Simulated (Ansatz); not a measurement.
Crystal: Zn.

```
CELL_PARAMETERS angstrom
3.77113 0.00000 0.00000
0.00000 3.77113 0.00000
0.00000 0.00000 3.77113
ATOMIC_POSITIONS crystal
Zn 0.00000 0.50000 0.50000
Zn 0.50000 0.00000 0.50000
Zn 0.50000 0.50000 0.00000
```

The cell was built by a generator and needn't be a form met in nature.

Base run:

| Item | Value |
| --- | --- |
| Program | Ansatz 0.2.0 |
| Functional | revPBE |
| Potentials or basis | Ansatz PAW |
| Cutoff | 420 eV (not typed: the program's choice for these potentials) |
| k mesh | 7 × 7 × 7 |
| Occupations | fermi-dirac, width 0.05 eV |
| Spin | no spin polarisation |

Its results: band gap on the k mesh none (metal or under the smearing width); pressure 1.4 GPa.

Task: The run is repeated on the same cell with these changes: functional from revPBE to r2SCAN; cutoff from 420 eV (not typed: the program's choice for these potentials) to 500 eV (not typed: the program's choice for these potentials). What comes out?

Result: Band gap on the k mesh none (metal or under the smearing width); pressure -3.8 GPa.

Caveats: the PAW data sets come from PBE, with cores solved anew for the run's functional, which leaves a small shift of forces and pressure.
